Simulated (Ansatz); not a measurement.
Input for Ansatz (plane-wave DFT), Se:

```yaml
crystal:
  lattice:
    - [1.39426943, -4.039002765, 0.0]
    - [1.39426943, 4.039002765, 0.0]
    - [0.0, 0.0, 4.6134314]
  atoms:
    - { symbol: Se, position: [0.93565532, 0.06434468, 0.25] }
    - { symbol: Se, position: [0.06434468, 0.93565532, 0.75] }
basis:
  ecutwfc: 300
kpoints:
  mp_grid: { grid: [6, 6, 4] }
hamiltonian:
  xc: lda
scf:
  occupations: { method: gaussian, width: 0.1 }
output:
  forces: true
  stress: true
  eigenvalues: true
magnetization:
  spin_polarized: true
  initial_magnetization: 4.0
```

Command:

```bash
ansatz run input.yaml --threads 1 --pin off --max-ram 1331MiB --backend cpu --events-out ev --progress --plain --runs-dir out
```

From the log (HF is the Harris–Foulkes energy, dr2 the density residual in eV):

```text
Warning: basis.ecutwfc = 300 eV is below the records' recommended 420 eV, and the density's cutoff is lower with it unless basis.ecutrho_ratio is high enough to keep the records' density cutoff: compare with a run at a higher cutoff
Pseudopotential: Se, paw, valence charge 16, recommended cutoff 420 eV (normal)
Crystal: 2 atoms, lattice volume = 51.961 Å³
Basis set: ecut = 300 eV, 613 PW (Γ)
Bands: 22, of which v1, the nominal top of the filled ones, is band 16 counted from 1 (15 counted from 0)
Symmetry: 8 space group operations
Space group: Cmcm (ITA 63), of the structure as read, at distance tolerance 3.7e-5 Å
k-points: 39 of 144
PAW frozen core: Se, regenerated for the run's functional, and the local potential with it (the file was generated under x = pbe(κ = 0.804, μ = 0.2195), c = pbe(β = 0.0667))
Initial density: superposition of atomic densities
Starting moments: Σ|m| = 4 μB on 2 of 2 sites
SCF iter   1: HF=-10758.898257 eV  Δρ=1.59e-1 (↑1.59e-1 ↓1.57e-1) dr2=1.16e-1  dr2_m=1.19e1  M=4.000 μB ∫|m|=4.132 μB
SCF iter   2: HF=-10762.919321 eV  Δρ=5.38e-2 (↑5.38e-2 ↓5.07e-2) dr2=1.51e-1  dr2_m=1.25e0  M=0.462 μB ∫|m|=0.497 μB
spin=Collinear: Kerker preconditioning applied to the charge; magnetization (m = ρ↑ − ρ↓) channel mixes plain (no charge-response kernel on spin).
SCF iter   3: HF=-10764.515163 eV  Δρ=3.89e-2 (↑3.89e-2 ↓3.68e-2) dr2=9.16e-2  dr2_m=6.53e-1  M=0.368 μB ∫|m|=0.394 μB
SCF iter   4: HF=-10765.296320 eV  Δρ=2.64e-2 (↑2.62e-2 ↓2.64e-2) dr2=2.19e-3  dr2_m=3.29e-1  M=0.319 μB ∫|m|=0.339 μB
   ...
SCF iter  14: HF=-10766.115925 eV  Δρ=1.04e-5 (↑9.17e-6 ↓1.04e-5) dr2=4.35e-7  dr2_m=8.09e-9  M=-0.000 μB ∫|m|=0.000 μB
SCF iter  15: HF=-10766.115925 eV  Δρ=2.57e-6 (↑1.97e-6 ↓2.57e-6) dr2=2.20e-8  dr2_m=7.57e-10  M=-0.000 μB ∫|m|=0.000 μB
SCF iter  16: F=-10766.115925 eV  HF=-10766.115925 eV  Δρ=2.72e-7 (↑2.72e-7 ↓2.68e-7) dr2=3.43e-10  dr2_m=1.57e-12  M=-0.000 μB ∫|m|=0.000 μB
SCF 1 converged in 16 iterations: F = -10766.115925 eV  dr2 = 3.43e-10
WARN: the starting moments were not kept: the SCF closed with an absolute magnetisation of 1.7e-6 μB, where they sum to 4 μB in size (2 sites). That is at most 0.1 of that sum. Measured as dr2_m measures the in/out step, that magnetisation stands 3.0e-13 eV from none, at or under the dr2_threshold of 1.0e-7 eV: it is no larger than a step whose dr2_m would equal this threshold. The system may hold no moment …
SCF converged after 16 iterations
Magnetization: -0.0000 μB (16.0000 up, 16.0000 down)
Absolute magnetization: 0.0000 μB (∫|ρ↑−ρ↓|, with the PAW one-centre terms)
Per-site moments (μB) at R_I (Å): [(-5.1524e-7, 1.0436), (-5.1524e-7, 1.0436)]
Free energy (F): -10766.115925 eV
E sigma→0 (E₀):  -10766.111935 eV
Entropy (-TS):   -0.007979 eV (-3.990 meV/atom)
Fermi energy:    7.307890 eV
--- Forces (eV/Å), atoms counted from 1 ---
  atom   1  Se     0.00000000    -0.41832137    -0.00000000
  atom   2  Se     0.00000000     0.41832137     0.00000000
--- Stress (GPa, compression-positive) ---
        1.121254       0.000000      -0.000000
        0.000000      -2.828731      -0.000000
       -0.000000      -0.000000      -6.004436
  P = ⅓ Tr σ = -2.5706 GPa (-25.706 kbar)
```

These settings were drawn at random to show what each does; none of the numbers is a converged property of the crystal. The starting moments weren't kept.